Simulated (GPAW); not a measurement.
# TiNi (P4/nmm) in GPAW: reference runs

How does TiNi come out in PBEsol? The cell is run as given.

All numbers are computed with GPAW 26.7.0; they aren't measurements. Logs are shortened: lines on timing, memory, paths and dates and some standing lists are left out, and cuts for length are marked. The log counts tension as positive stress, the text compression.

**1. The crystal as given**

The structure is tetragonal, space group P4/nmm (No. 129). The conventional cell has a = 3.822 Å, b = 3.822 Å, c = 3.636 Å, α = 90.00°, β = 90.00°, γ = 90.00°. Around Ni (site symmetry -4m2) lie 8 Ti at 2.59 to 2.69 Å and 4 Ni at 2.70 Å. Ti (site symmetry 4mm) has 8 Ni at 2.59 to 2.69 Å and 4 Ti at 2.71 Å as nearest neighbours.

The cell comes from a database or a generator and needn't be the stable form of this composition.

**2. Single point, PBEsol, collinear spin, ferromagnetic start**

The input, run.py:

```python
from ase import Atoms
from ase.dft.bandgap import bandgap
from ase.io import write
from ase.units import Bohr, GPa
from gpaw import GPAW, PW, setup_paths
from gpaw.elf import elf_from_dft_calculation

setup_paths.insert(0, '.')

atoms = Atoms(['Ni', 'Ni', 'Ti', 'Ti'],
              cell=[[3.821946, 0.0, 0.0],
                    [0.0, 3.821946, 0.0],
                    [0.0, 0.0, 3.63625]],
              scaled_positions=[[0.0, 0.0, 0.0],
                                [0.5, 0.5, 0.0],
                                [0.5, 0.0, 0.519199],
                                [0.0, 0.5, 0.480801]],
              pbc=True)
atoms.set_initial_magnetic_moments([1.0, 1.0, 1.0, 1.0])

calc = GPAW(mode=PW(600),
            xc='PBEsol',
            kpts={'size': (7, 7, 7), 'gamma': True},
            occupations={'name': 'fermi-dirac', 'width': 0.05},
            nbands=49,
            convergence={'density': 1e-05, 'energy': 1e-05},
            maxiter=150,
            txt='gpaw.txt')
atoms.calc = calc
energy = atoms.get_potential_energy()
forces = atoms.get_forces()
stress = atoms.get_stress()
calc.write('gs.gpw')
write('result.traj', atoms)
print(f'Energy: {energy:.6f} eV')
print('Forces (eV/A):')
print(forces.round(4))
print('Stress (GPa):', (stress / GPa).round(3))
print('Moments:', calc.get_magnetic_moments().round(3))
print('Fermi level:', round(calc.get_fermi_level(), 4), 'eV')
print(f'Gap: {bandgap(calc)[0]:.4f} eV, direct: {bandgap(calc, direct=True)[0]:.4f} eV')

# fields on the real-space grid
write('density.cube', atoms, data=calc.get_pseudo_density() * Bohr**3)
write('potential.cube', atoms, data=calc.get_electrostatic_potential())
write('spin.cube', atoms, data=(calc.get_pseudo_density(spin=0) - calc.get_pseudo_density(spin=1)) * Bohr**3)
write('elf.cube', atoms, data=elf_from_dft_calculation(calc).data)
```

Potentials or basis: PAW data sets generated in the run's folder for this functional, pw.

Started as:

```sh
> gpaw-setup -f PBEsol Ni Ti
> OMP_NUM_THREADS=1 python run.py
```

gpaw.txt:

```text
__  _  _
 | _ |_)|_||  |
 |__||  | ||/\| - 26.7.0

Input parameters:
  mode=PW(ecut=600.0),
  convergence={'density': 1e-05, 'energy': 1e-05},
  kpts=MonkhorstPack(size=(7, 7, 7), gamma=True),
  maxiter=150,
  nbands=49,
  occupations=Occupations(name='fermi-dirac', width=0.05),
  xc=XC(name='PBEsol')

Diagonalizing LCAO Hamiltonian
Converting LCAO to pw mode
   .--------.
  /|        |
 * |        |
 |Ti        |
 | .-Ti-----.
 |/    Ni  /
 Ni-------*

Atoms  # Å, Bohr magnetons
|   | symbol |        x |        y |        z |    initial magnetic moments |
|---|--------|----------|----------|----------|-----------------------------|
| 0 |     Ni | 0.000000 | 0.000000 | 0.000000 | ( 0.0000,  0.0000,  1.0000) |
| 1 |     Ni | 1.910973 | 1.910973 | 0.000000 | ( 0.0000,  0.0000,  1.0000) |
| 2 |     Ti | 1.910973 | 0.000000 | 1.887937 | ( 0.0000,  0.0000,  1.0000) |
| 3 |     Ti | 0.000000 | 1.910973 | 1.748313 | ( 0.0000,  0.0000,  1.0000) |

Unit cell  # Å
| periodic |        x |        y |        z |  lengths |    angles |
|----------|----------|----------|----------|----------|-----------|
|      yes | 3.821946 | 0.000000 | 0.000000 | 3.821946 | 90.000000 |
|      yes | 0.000000 | 3.821946 | 0.000000 | 3.821946 | 90.000000 |
|      yes | 0.000000 | 0.000000 | 3.636250 | 3.636250 | 90.000000 |

Number of symmetries: 8
Symmetry operations  # r_c * U_cc + t_c -> r_c
|   | kind |            matrix            |
|---|------|------------------------------|
| 0 |  E   |  1, 0, 0,  0, 1, 0,  0, 0, 1 |
| 1 |  σ   |  1, 0, 0,  0,-1, 0,  0, 0, 1 |
| 2 |  C2  |  0, 1, 0,  1, 0, 0,  0, 0,-1 |
| 3 |  S4  |  0, 1, 0, -1, 0, 0,  0, 0,-1 |
| 4 |  S4  |  0,-1, 0,  1, 0, 0,  0, 0,-1 |
| 5 |  C2  |  0,-1, 0, -1, 0, 0,  0, 0,-1 |
| 6 |  σ   | -1, 0, 0,  0, 1, 0,  0, 0, 1 |
| 7 |  C2  | -1, 0, 0,  0,-1, 0,  0, 0, 1 |

BZ-sampling:
  Number of BZ points: 343
  Number of IBZ points: 40

  Monkhorst-Pack size: [7, 7, 7]
  Monkhorst-Pack shift: [0, 0, 0]

K-points  # in reciprocal-cell coordinates
|     |                                coordinates |     weight |
|-----|--------------------------------------------|------------|
|   0 | (  0.00000000,   0.00000000,   0.00000000) | 0.00291545 |
|   1 | (  0.00000000,   0.00000000,   0.14285714) | 0.00583090 |
|   2 | (  0.00000000,   0.00000000,   0.28571429) | 0.00583090 |
|   3 | (  0.00000000,   0.00000000,   0.42857143) | 0.00583090 |
|   4 | (  0.14285714,   0.00000000,   0.00000000) | 0.01166181 |
|   5 | (  0.14285714,   0.00000000,   0.14285714) | 0.02332362 |
|   6 | (  0.14285714,   0.00000000,   0.28571429) | 0.02332362 |
|   7 | (  0.14285714,   0.00000000,   0.42857143) | 0.02332362 |
|   8 | (  0.14285714,   0.14285714,   0.00000000) | 0.01166181 |
|   9 | (  0.14285714,   0.14285714,   0.14285714) | 0.02332362 |
| ... |                                            |            |
|  39 | (  0.42857143,   0.42857143,   0.42857143) | 0.02332362 |

Plane wave coefficients: 1791
Cutoff: 600.0 eV

Spin-components: 2 (collinear spins)
Bands:           49
Projectors:      24
Spin-degeneracy: 1
Datatype:        complex128

Parallelization:
  kpt:    1
  domain: 1
  band:   1

Density:
  Valence electrons: 56.0
  Components: 2
  Grid points: [24 24 21]
  Charge: 0.0  # |e|

Potential:
  Grid points: [24 24 21]

species:
  Ni:
    name:    Nickel
    Z:       28.0
    valence: 16
    core:    12
    charge:  0.0  # [|e|]
    compensation charges:
      type: gauss
      rc: 0.36  # [Å]
      lmax: 2
    cutoffs:
      filter: 2.14  # [Å]
      core: 1.98  # [Å]
    projectors
    | kind |    occ | energy [eV] | rcut [Å] |
    |------|--------|-------------|----------|
    |   4s |  2.000 |      -5.661 |    1.164 |
    |   3p |  6.000 |     -71.261 |    1.207 |
    |   4p |  0.000 |      -1.193 |    1.207 |
    |   3d |  8.000 |      -8.901 |    1.138 |
    |    s |        |      21.550 |    1.164 |
    |    d |        |      18.310 |    1.138 |

    Using partial waves for Ni as LCAO basis

  Ti:
    name:    Titanium
    Z:       22.0
    valence: 12
    core:    10
    charge:  0.0  # [|e|]
    compensation charges:
      type: gauss
      rc: 0.38  # [Å]
      lmax: 2
    cutoffs:
      filter: 2.23  # [Å]
      core: 1.02  # [Å]
    projectors
    | kind |    occ | energy [eV] | rcut [Å] |
    |------|--------|-------------|----------|
    |   3s |  2.000 |     -62.441 |    1.270 |
    |   4s |  2.000 |      -4.477 |    1.270 |
    |   3p |  6.000 |     -38.776 |    1.058 |
    |   4p |  0.000 |      -1.449 |    1.058 |
    |   3d |  2.000 |      -4.275 |    1.058 |
    |    d |        |      22.937 |    1.058 |

    Using partial waves for Ti as LCAO basis

Reference energy: -129060.672956  # eV

eigensolver:
  PPCG
  Converge bands: occupied
  niter=2

density mixing:
  MSR1-Mixer
  Pratt-step length: 0.05
  Maximum mixing coefficient: 0.75
  Old densities: 10
  SVD Regularization: 0.005
  Good broyden scale: 1.0
  Trust region scale: 1.0
  Backstep threshold: 4.0
  History deletion threshold: 6.0
  Fourier metric: weight=20.0, sigma=0.015

occupation numbers:
  Fermi-Dirac:
    width: 0.0500  # eV

poisson solver:
  ecut: 4800.0  # eV

xc functional:
  name: PBEsol with 2 nearest neighbor stencil

convergence criteria:
- Maximum integral of absolute [dens]ity change: 1e-05 electrons / valence electron
- Maximum [total energy] change in last 3 cyles: 1e-05 eV / valence electron
- Maximum integral of absolute [eigenst]ate change: 4e-08 eV^2 / valence electron
maximum number of iterations: 150

SCF iterations
|iter     | |      energy | eigst |  dens |  magmom |
|---------|-|-------------|-------|-------|---------|
|iter:   1| |  -32.480743 | +0.36 |       |  +4.0084|
|iter:   2| |  -31.666880 | -1.60 | -0.96 |  +3.8717|
|iter:   3| |  -31.354709 | -2.39 | -1.10 |  +3.5300|
|iter:   4| |  -31.411528 | -2.24 | -1.24 |  +2.7812|
|iter:   5| |  -31.546506 | -2.83 | -1.45 |  +2.0737|
|iter:   6| |  -31.630766 | -2.74 | -1.66 |  +1.1973|
|iter:   7| |  -31.650017 | -3.45 | -2.00 |  +0.6371|
|iter:   8| |  -31.660484 | -3.64 | -2.24 |  +0.2881|
|iter:   9| |  -31.662574 | -3.91 | -2.45 |  +0.2124|
|iter:  10| |  -31.662926 | -4.94 | -2.97 |  +0.2045|
|iter:  11| |  -31.663510 | -4.55 | -3.16 |  +0.1239|
|iter:  12| |  -31.663767 | -4.57 | -3.14 |  +0.0446|
|iter:  13| |  -31.663971c| -5.48 | -3.28 |  +0.0137|
|iter:  14| |  -31.663788c| -5.23 | -3.14 |  -0.0270|
|iter:  15| |  -31.663821c| -5.66 | -3.47 |  -0.0173|
|iter:  16| |  -31.663828c| -6.41 | -4.05 |  -0.0079|
|iter:  17| |  -31.663829c| -6.67 | -4.44 |  -0.0010|
|iter:  18| |  -31.663829c| -7.59c| -5.04c|  +0.0000|

Converged in 18 steps
Energy contributions relative to reference atoms: (reference = -129060.672956)

Energy contributions:
  Kinetic:          14.523985
  Coulomb:         -11.951824
  Zero:              0.271506
  External:          0.000000
  Xc:              -34.488314
  Entropy:          -0.038366
  Spinorbit:         0.000000
  ----------------------------
  Free energy:     -31.683012
  Extrapolated:    -31.663829

dipole moment: (-20.095016, -20.095016, -15.011928)  # |e|*Ang

Total magnetic moment: (0.000000, 0.000000, 0.000045)

Local magnetic moments
|        x |        y |        z |
|----------|----------|----------|
| 0.000000 | 0.000000 | 0.000010 |  # Ni   0
| 0.000000 | 0.000000 | 0.000010 |  # Ni   1
| 0.000000 | 0.000000 | 0.000020 |  # Ti   2
| 0.000000 | 0.000000 | 0.000020 |  # Ti   3

Fermi level: 9.078
Eigenvalues  # (at kpt = [0.000, 0.000, 0.000])
| band index |      eig [eV] | occ [0-1] |      eig [eV] | occ [0-1] |
|------------|---------------|-----------|---------------|-----------|
|          0 |       -54.640 |     1.000 |       -54.640 |     1.000 |
|        ... |               |           |               |           |
|         18 |         5.649 |     1.000 |         5.649 |     1.000 |
|         19 |         5.738 |     1.000 |         5.738 |     1.000 |
|         20 |         5.738 |     1.000 |         5.738 |     1.000 |
|         21 |         7.239 |     1.000 |         7.239 |     1.000 |
|         22 |         7.239 |     1.000 |         7.239 |     1.000 |
|         23 |         7.940 |     1.000 |         7.940 |     1.000 |
[... 8 lines left out ...]
|         32 |        11.393 |     0.000 |        11.393 |     0.000 |
|         33 |        12.080 |     0.000 |        12.080 |     0.000 |
|        ... |               |           |               |           |
|         48 |        28.714 |     0.000 |        28.714 |     0.000 |

No gap
No difference between direct/indirect transitions

Forces  # eV/Ang
|       x |       y |        z |
|---------|---------|----------|
| 0.00000 | 0.00000 |  0.00000 |  # Ni   0
| 0.00000 | 0.00000 |  0.00000 |  # Ni   1
| 0.00000 | 0.00000 | -0.11767 |  # Ti   2
| 0.00000 | 0.00000 |  0.11767 |  # Ti   3

Stress tensor  # eV/Ang^3
|        x |        y |        z |
|----------|----------|----------|
| 0.022533 | 0.000000 | 0.000000 |
| 0.000000 | 0.022533 | 0.000000 |
| 0.000000 | 0.000000 | 0.044709 |

# Writing to gs.gpw (mode='')
```

Wall time 96 s (1 thread of AMD EPYC 9R45 (Zen 5), shared host); peak memory 0.3 GiB.

What came out:

| Property | Result |
| --- | --- |
| Free energy | -31.6830 eV |
| Pressure | -4.8 GPa |
| Largest force | 0.118 eV/Å |
| Band gap on the k mesh | none (metal or under the smearing width) |
| Net moment | 0.00 μB per cell |

Forces on the atoms (eV/Å):
```
Ni   0.000  0.000  0.000
Ni   0.000  0.000  0.000
Ti   0.000  0.000 -0.118
Ti   0.000  0.000  0.118
```

Stress tensor (GPa, compression positive):
```
-3.61  0.00  0.00
 0.00 -3.61  0.00
 0.00  0.00 -7.16
```

Caveat: the stock nickel data set gives pressures a few GPa off other programs.
